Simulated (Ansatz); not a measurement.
## Converging the field response of a SrCl2 (111) film

Which settings does the induced dipole of a SrCl2 (111) film need, and which can be cut?

Main program and level: Ansatz 0.2.0; plane-wave DFT, PBE, Ansatz PAW, in the first sound run; inputs show where later runs differ.

Most raw output is cut from this account.

## (1) Set-up

The cell holds 9 atoms: 6 Cl and 3 Sr. Its edges and angles: a = 4.936 Å, b = 4.936 Å, c = 28.075 Å, α = 90.0°, β = 90.0°, γ = 120.0°. It derives from SrCl2 (fluorite SrCl2). Vacuum lies along c.

## (2) Single point, setting first choice

The first choice: the default cutoff of 420 eV, a 6×6×1 mesh, 18 Å of vacuum, 0.1 V/Å and a tight threshold. Each later run changes one input against this one; other functionals and files bring their own cutoffs.

Contents of input.yaml:

```yaml
crystal:
  lattice:
    - [4.93560533, 0.0, 0.0]
    - [-2.46780267, 4.2743596, 0.0]
    - [0.0, 0.0, 28.0747621974]
  atoms:
    - { symbol: Cl, position: [0.66666667, 0.33333333, 0.3205726174] }
    - { symbol: Sr, position: [0.33333333, 0.66666667, 0.3564580939] }
    - { symbol: Cl, position: [0.0, 0.0, 0.3923435704] }
    - { symbol: Cl, position: [0.33333333, 0.66666667, 0.4641145235] }
    - { symbol: Sr, position: [0.0, 0.0, 0.5] }
    - { symbol: Cl, position: [0.66666667, 0.33333333, 0.5358854765] }
    - { symbol: Cl, position: [0.0, 0.0, 0.6076564296] }
    - { symbol: Sr, position: [0.66666667, 0.33333333, 0.6435419061] }
    - { symbol: Cl, position: [0.33333333, 0.66666667, 0.6794273826] }
kpoints:
  mp_grid: { grid: [6, 6, 1] }
hamiltonian:
  xc: pbe
scf:
  occupations: { method: fixed }
  convergence: { dr2_threshold: 1.0e-10 }
efield:
  axis: 3
  dipole_correction: true
  ramp_position: 0.97
  ramp_width: 0.06
  amplitude: 0.1
output:
  write_potential: true
  write_density: true
  volumetric_format: npy
```

Started as:

```bash
$ ansatz run input.yaml --threads 2 --pin off --max-ram 3072MiB --backend cpu --events-out ev --progress --plain --runs-dir out
```

It took 23 s on 2 threads of Arm Neoverse N1, shared host; peak memory 0.71 GiB; 45 s of CPU time.

Numbers from this step:

```yaml
gap_on_the_k_mesh: 4.981 eV
dipole_along_the_normal: 0.09525 e·Å
equivalent_conductor_thickness_p_eps_0ae: 8.170 Å
```

Running mean over 4.03 Å of the planar mean, with the applied field; the ramp of the sawtooth is left out. Table of electron's electrostatic potential energy less the highest filled level by z:

z (Å), electron's electrostatic potential energy less the highest filled level (eV) and a bar from the least value:
```
      3.5       6.24 #########################
      4.0       6.29 ##########################
      4.5       6.34 ##########################
      5.0       6.38 ##########################
      5.5       6.42 ##########################
      6.0       6.40 ##########################
      6.5       6.12 #########################
      7.0       5.34 ######################
      7.5       4.20 ##################
      8.0       2.63 #############
      8.5       1.07 #######
      9.0      -0.06 ###
      9.5      -0.83 #
     10.0      -1.06 
     10.5      -1.06 
     11.0      -1.03 
     11.5      -1.01 
     12.0      -1.00 
     12.5      -1.00 
     13.0      -0.99 
     13.5      -0.98 
     14.0      -0.96 
     14.5      -0.94 
     15.0      -0.92 
     15.5      -0.90 #
     16.0      -0.87 #
     16.5      -0.84 #
     17.0      -0.82 #
     17.5      -0.82 #
     18.0      -0.80 #
     18.5      -0.59 ##
     19.0       0.14 ####
     19.5       1.28 ########
     20.0       2.84 ##############
     20.5       4.52 ###################
     21.0       5.79 ########################
     21.5       6.73 ###########################
     22.0       7.16 #############################
     22.5       7.30 #############################
     23.0       7.37 #############################
     23.5       7.42 #############################
     24.0       7.47 ##############################
     24.5       7.52 ##############################
     25.0       7.57 ##############################
```

The dipole corresponds to a conductor 8.170 Å thick.

## (3) Single point, box 28.1 Å

input.yaml, as its differences from that of step 2:

```diff
@@ -28,2 +28,4 @@
   amplitude: 0.1
+basis:
+  ecutwfc: "250 eV"
 output:
```

The job ended after 10 s (2 threads; peak memory 0.46 GiB; 20 s of CPU time).

The dipole corresponds to a conductor 8.168 Å thick, -0.01 % from the first choice, at 0.44 times its CPU time.

## (4) Single point, box 28.1 Å (run 2)

input.yaml, as its differences from that of step 3:

```diff
@@ -29,3 +29,3 @@
 basis:
-  ecutwfc: "250 eV"
+  ecutwfc: "330 eV"
 output:
```

The job ended after 17 s (2 threads; peak memory 0.55 GiB; 33 s of CPU time).

The dipole corresponds to a conductor 8.169 Å thick, -0.01 % from the first choice, at 0.74 times its CPU time.

## (5) Run, box 28.1 Å

input.yaml, as its differences from that of step 4:

```diff
@@ -29,3 +29,3 @@
 basis:
-  ecutwfc: "330 eV"
+  ecutwfc: "600 eV"
 output:
```

It took 39 s on 2 threads; peak memory 1 GiB; 76 s of CPU time.

The dipole corresponds to a conductor 8.170 Å thick, +0.00 % from the first choice, at 1.7 times its CPU time.

## (6) Single point, box 28.1 Å (run 3)

input.yaml, as its differences from that of step 5:

```diff
@@ -16,3 +16,3 @@
 kpoints:
-  mp_grid: { grid: [6, 6, 1] }
+  mp_grid: { grid: [1, 1, 1] }
 hamiltonian:
@@ -28,4 +28,2 @@
   amplitude: 0.1
-basis:
-  ecutwfc: "600 eV"
 output:
```

The job ended after 3.4 s (2 threads; peak memory 0.45 GiB; 5.9 s of CPU time).

The dipole corresponds to a conductor 8.516 Å thick, +4.24 % from the first choice, at 0.13 times its CPU time.

## (7) Run, box 28.1 Å (run 2)

input.yaml, as its differences from that of step 6:

```diff
@@ -16,3 +16,3 @@
 kpoints:
-  mp_grid: { grid: [1, 1, 1] }
+  mp_grid: { grid: [2, 2, 1] }
 hamiltonian:
```

Wall time 5.1 s (2 threads); peak memory 0.6 GiB; 9.3 s of CPU time.

The dipole corresponds to a conductor 8.181 Å thick, +0.14 % from the first choice, at 0.21 times its CPU time.

## (8) Single point, box 28.1 Å (run 4)

input.yaml, as its differences from that of step 7:

```diff
@@ -16,3 +16,3 @@
 kpoints:
-  mp_grid: { grid: [2, 2, 1] }
+  mp_grid: { grid: [3, 3, 1] }
 hamiltonian:
```

The job ended after 10 s (2 threads; peak memory 0.61 GiB).

The dipole corresponds to a conductor 8.169 Å thick, -0.00 % from the first choice, at 0.45 times its CPU time.

## (9) Run, box 28.1 Å (run 3)

input.yaml, as its differences from that of step 8:

```diff
@@ -16,3 +16,3 @@
 kpoints:
-  mp_grid: { grid: [3, 3, 1] }
+  mp_grid: { grid: [12, 12, 1] }
 hamiltonian:
```

The job ended after 65 s (2 threads; peak memory 0.94 GiB).

The dipole corresponds to a conductor 8.170 Å thick, -0.00 % from the first choice, at 2.9 times its CPU time.

## (10) Run, box 20.1 Å

The cell differs from the one that the last finished run ended in (c 28.075 → 20.075 Å).

input.yaml, the sections that differ from step 9:

```yaml
crystal:
  lattice:
    - [4.93560533, 0.0, 0.0]
    - [-2.46780267, 4.2743596, 0.0]
    - [0.0, 0.0, 20.0747621974]
  atoms:
    - { symbol: Cl, position: [0.66666667, 0.33333333, 0.2490689529] }
    - { symbol: Sr, position: [0.33333333, 0.66666667, 0.2992551623] }
    - { symbol: Cl, position: [0.0, 0.0, 0.3494413717] }
    - { symbol: Cl, position: [0.33333333, 0.66666667, 0.4498137906] }
    - { symbol: Sr, position: [0.0, 0.0, 0.5] }
    - { symbol: Cl, position: [0.66666667, 0.33333333, 0.5501862094] }
    - { symbol: Cl, position: [0.0, 0.0, 0.6505586283] }
    - { symbol: Sr, position: [0.66666667, 0.33333333, 0.7007448377] }
    - { symbol: Cl, position: [0.33333333, 0.66666667, 0.7509310471] }
kpoints:
  mp_grid: { grid: [6, 6, 1] }
# hamiltonian, scf, efield, output: as in step 9
```

It took 17 s on 2 threads; peak memory 0.57 GiB; 32 s of CPU time.

The dipole corresponds to a conductor 8.167 Å thick, -0.03 % from the first choice, at 0.72 times its CPU time.

## (11) Run, box 24.1 Å

The cell differs from the one that the last finished run ended in (c 20.075 → 24.075 Å).

input.yaml, the sections that differ from step 10:

```yaml
crystal:
  lattice:
    - [4.93560533, 0.0, 0.0]
    - [-2.46780267, 4.2743596, 0.0]
    - [0.0, 0.0, 24.0747621974]
  atoms:
    - { symbol: Cl, position: [0.66666667, 0.33333333, 0.2907609198] }
    - { symbol: Sr, position: [0.33333333, 0.66666667, 0.3326087358] }
    - { symbol: Cl, position: [0.0, 0.0, 0.3744565519] }
    - { symbol: Cl, position: [0.33333333, 0.66666667, 0.458152184] }
    - { symbol: Sr, position: [0.0, 0.0, 0.5] }
    - { symbol: Cl, position: [0.66666667, 0.33333333, 0.541847816] }
    - { symbol: Cl, position: [0.0, 0.0, 0.6255434481] }
    - { symbol: Sr, position: [0.66666667, 0.33333333, 0.6673912642] }
    - { symbol: Cl, position: [0.33333333, 0.66666667, 0.7092390802] }
# kpoints, hamiltonian, scf, efield, output: as in step 10
```

Wall time 20 s (2 threads); peak memory 0.64 GiB.

The dipole corresponds to a conductor 8.170 Å thick, +0.00 % from the first choice, at 0.86 times its CPU time.

## (12) Run, box 36.1 Å

The cell differs from the one that the last finished run ended in (c 24.075 → 36.075 Å).

input.yaml, the sections that differ from step 11:

```yaml
crystal:
  lattice:
    - [4.93560533, 0.0, 0.0]
    - [-2.46780267, 4.2743596, 0.0]
    - [0.0, 0.0, 36.0747621974]
  atoms:
    - { symbol: Cl, position: [0.66666667, 0.33333333, 0.3603627358] }
    - { symbol: Sr, position: [0.33333333, 0.66666667, 0.3882901887] }
    - { symbol: Cl, position: [0.0, 0.0, 0.4162176415] }
    - { symbol: Cl, position: [0.33333333, 0.66666667, 0.4720725472] }
    - { symbol: Sr, position: [0.0, 0.0, 0.5] }
    - { symbol: Cl, position: [0.66666667, 0.33333333, 0.5279274528] }
    - { symbol: Cl, position: [0.0, 0.0, 0.5837823585] }
    - { symbol: Sr, position: [0.66666667, 0.33333333, 0.6117098113] }
    - { symbol: Cl, position: [0.33333333, 0.66666667, 0.6396372642] }
# kpoints, hamiltonian, scf, efield, output: as in step 11
```

Wall time 30 s (2 threads); peak memory 0.85 GiB.

The dipole corresponds to a conductor 8.169 Å thick, -0.00 % from the first choice, at 1.3 times its CPU time.

## (13) Run, box 28.1 Å (run 4)

input.yaml, the sections that differ from step 12:

```yaml
crystal:
  lattice:
    - [4.93560533, 0.0, 0.0]
    - [-2.46780267, 4.2743596, 0.0]
    - [0.0, 0.0, 28.0747621974]
  atoms:
    - { symbol: Cl, position: [0.66666667, 0.33333333, 0.3205726174] }
    - { symbol: Sr, position: [0.33333333, 0.66666667, 0.3564580939] }
    - { symbol: Cl, position: [0.0, 0.0, 0.3923435704] }
    - { symbol: Cl, position: [0.33333333, 0.66666667, 0.4641145235] }
    - { symbol: Sr, position: [0.0, 0.0, 0.5] }
    - { symbol: Cl, position: [0.66666667, 0.33333333, 0.5358854765] }
    - { symbol: Cl, position: [0.0, 0.0, 0.6076564296] }
    - { symbol: Sr, position: [0.66666667, 0.33333333, 0.6435419061] }
    - { symbol: Cl, position: [0.33333333, 0.66666667, 0.6794273826] }
efield:
  axis: 3
  dipole_correction: true
  ramp_position: 0.97
  ramp_width: 0.06
  amplitude: 0.005
# kpoints, hamiltonian, scf, output: as in step 12
```

Wall time 22 s (2 threads); peak memory 0.71 GiB; 44 s of CPU time.

The dipole corresponds to a conductor 8.169 Å thick, -0.01 % from the first choice, at 0.97 times its CPU time.

## (14) Run, box 28.1 Å (run 5)

input.yaml, as its differences from that of step 13:

```diff
@@ -27,3 +27,3 @@
   ramp_width: 0.06
-  amplitude: 0.005
+  amplitude: 0.03
 output:
```

It took 23 s on 2 threads; peak memory 0.71 GiB; 44 s of CPU time.

The dipole corresponds to a conductor 8.169 Å thick, -0.00 % from the first choice, at 0.98 times its CPU time.

## (15) Run, box 28.1 Å (run 6)

input.yaml, as its differences from that of step 14:

```diff
@@ -27,3 +27,3 @@
   ramp_width: 0.06
-  amplitude: 0.03
+  amplitude: 0.3
 output:
```

Elapsed: 23 s, on 2 threads; peak memory 0.71 GiB.

The dipole corresponds to a conductor 8.173 Å thick, +0.04 % from the first choice, at 1.0 times its CPU time.

## (16) Run, box 28.1 Å (run 7)

input.yaml, as its differences from that of step 15:

```diff
@@ -21,3 +21,3 @@
   occupations: { method: fixed }
-  convergence: { dr2_threshold: 1.0e-10 }
+  convergence: { dr2_threshold: 0.0001 }
 efield:
@@ -27,3 +27,3 @@
   ramp_width: 0.06
-  amplitude: 0.3
+  amplitude: 0.1
 output:
```

It took 21 s on 2 threads; peak memory 0.7 GiB; 41 s of CPU time.

The dipole corresponds to a conductor 8.167 Å thick, -0.03 % from the first choice, at 0.92 times its CPU time.

## (17) Single point, box 28.1 Å (run 5)

input.yaml, as its differences from that of step 16:

```diff
@@ -21,3 +21,3 @@
   occupations: { method: fixed }
-  convergence: { dr2_threshold: 0.0001 }
+  convergence: { dr2_threshold: 1.0e-06 }
 efield:
```

Elapsed: 22 s, on 2 threads; peak memory 0.71 GiB.

The dipole corresponds to a conductor 8.169 Å thick, -0.01 % from the first choice, at 0.95 times its CPU time.

## (18) Single point, box 28.1 Å (run 6)

input.yaml, as its differences from that of step 17:

```diff
@@ -21,3 +21,3 @@
   occupations: { method: fixed }
-  convergence: { dr2_threshold: 1.0e-06 }
+  convergence: { dr2_threshold: 1.0e-08 }
 efield:
```

Elapsed: 21 s, on 2 threads; peak memory 0.71 GiB; 41 s of CPU time.

The dipole corresponds to a conductor 8.170 Å thick, +0.00 % from the first choice, at 0.92 times its CPU time.

## (19) Single point, box 28.1 Å (run 7)

This step: plane-wave DFT, LDA, Ansatz PAW (Ansatz 0.2.0).

input.yaml, as its differences from that of step 18:

```diff
@@ -18,6 +18,6 @@
 hamiltonian:
-  xc: pbe
+  xc: lda
 scf:
   occupations: { method: fixed }
-  convergence: { dr2_threshold: 1.0e-08 }
+  convergence: { dr2_threshold: 1.0e-10 }
 efield:
```

Elapsed: 23 s, on 2 threads; peak memory 0.69 GiB; 44 s of CPU time.

The dipole corresponds to a conductor 8.281 Å thick, +1.37 % from the first choice, at 0.99 times its CPU time.

## (20) Run, box 28.1 Å (run 8)

This step: plane-wave DFT, r2SCAN, Ansatz PAW (Ansatz 0.2.0).

input.yaml, as its differences from that of step 19:

```diff
@@ -18,3 +18,3 @@
 hamiltonian:
-  xc: lda
+  xc: r2scan
 scf:
```

The job ended after 64 s (2 threads; peak memory 1.6 GiB; 2.1 min of CPU time).

The dipole corresponds to a conductor 7.951 Å thick, -2.68 % from the first choice, at 2.8 times its CPU time.

## (21) Single point, box 28.1 Å (run 8)

This step: plane-wave DFT, PBE, norm-conserving (Ansatz 0.2.0).

input.yaml, as its differences from that of step 20:

```diff
@@ -18,3 +18,4 @@
 hamiltonian:
-  xc: r2scan
+  xc: pbe
+  pseudopotentials: { kind: nc }
 scf:
```

Elapsed: 7.2 min, on 2 threads; peak memory 1.7 GiB.

The dipole corresponds to a conductor 8.170 Å thick, +0.00 % from the first choice, at 3.8 times its CPU time.

## (22) Single point, box 28.1 Å (run 9)

This step: plane-wave DFT, PBE, JTH PAW (Ansatz 0.2.0).

input.yaml, as its differences from that of step 21:

```diff
@@ -19,3 +19,3 @@
   xc: pbe
-  pseudopotentials: { kind: nc }
+  pseudopotentials: { kind: paw, source: jth }
 scf:
```

The job ended after 4.2 min (2 threads; peak memory 1.8 GiB).

The dipole corresponds to a conductor 8.166 Å thick, -0.04 % from the first choice, at 3.7 times its CPU time.

## (23) Comparing the runs

Times are for 2 threads of Arm Neoverse N1, shared host. The series side by side:

| no. | setting | equivalent conductor thickness p/(ε₀AE) (Å) | time | memory (GiB) |
| --- | --- | --- | --- | --- |
| 1 | first choice | 8.170 | 23 s | 0.71 |
| 2 | cutoff 250 eV | 8.168 | 10 s | 0.46 |
| 3 | cutoff 330 eV | 8.169 | 17 s | 0.55 |
| 4 | cutoff 600 eV | 8.170 | 39 s | 1.0 |
| 5 | mesh 1x1 | 8.516 | 3.4 s | 0.45 |
| 6 | mesh 2x2 | 8.181 | 5.1 s | 0.60 |
| 7 | mesh 3x3 | 8.169 | 10 s | 0.61 |
| 8 | mesh 12x12 | 8.170 | 65 s | 0.94 |
| 9 | vacuum 10 Å | 8.167 | 17 s | 0.57 |
| 10 | vacuum 14 Å | 8.170 | 20 s | 0.64 |
| 11 | vacuum 26 Å | 8.169 | 30 s | 0.85 |
| 12 | field 0.005 V/Å | 8.169 | 22 s | 0.71 |
| 13 | field 0.03 V/Å | 8.169 | 23 s | 0.71 |
| 14 | field 0.3 V/Å | 8.173 | 23 s | 0.71 |
| 15 | SCF threshold 1e-04 eV | 8.167 | 21 s | 0.70 |
| 16 | SCF threshold 1e-06 eV | 8.169 | 22 s | 0.71 |
| 17 | SCF threshold 1e-08 eV | 8.170 | 21 s | 0.71 |
| 18 | LDA, Ansatz PAW (420 eV) | 8.281 | 23 s | 0.69 |
| 19 | r2SCAN, Ansatz PAW (500 eV) | 7.951 | 64 s | 1.6 |
| 20 | PBE, norm-conserving (925 eV) | 8.170 | 7.2 min | 1.7 |
| 21 | PBE, JTH PAW (930 eV) | 8.166 | 4.2 min | 1.8 |

## (24) Outcome

```json
{
  "equivalent conductor thickness, first choice": "8.170 Å",
  "equivalent conductor thickness, cutoff 600 eV": "8.170 Å",
  "equivalent conductor thickness, mesh 1x1": "8.516 Å",
  "equivalent conductor thickness, vacuum 26 Å": "8.169 Å",
  "equivalent conductor thickness, LDA, Ansatz PAW (420 eV)": "8.281 Å",
  "equivalent conductor thickness, r2SCAN, Ansatz PAW (500 eV)": "7.951 Å"
}
```

**Reading.** The first choice gives 8.17 Å. Numerical settings off by more than 1 % against it: mesh 1x1 (+4.2 %). The cheapest single change that stays within 0.5 % is mesh 2x2, at 21 % of the CPU time. Functionals and files move it by +1.4 % (LDA, Ansatz PAW (420 eV)), -2.7 % (r2SCAN, Ansatz PAW (500 eV)), under 0.1 % (PBE, norm-conserving (925 eV)) and under 0.1 % (PBE, JTH PAW (930 eV)). The film is symmetric and its atoms are held, so the dipole is the electronic response to the field alone. Times of a few seconds on a shared host rank the settings only roughly. In 1 run of the series (vacuum 10 Å) the program warns that electrons reach the sawtooth's ramp, which makes dipole and work function less sure.

[Logs are printed without paths, hosts, clocks, repeated set-up lines and the standing remarks that a program may print on its own settings, such as how far it seeks lower states.]

[Hosts, paths, dates, database ids (printed as entryN), source tags and the programs' standing remarks are cut or masked in the printed files.]

[Maps of the electrostatic potential energy from Ansatz leave out the sawtooth potential of an applied field or a dipole correction, so their vacuum need not be flat; planar profiles and work functions include it.]
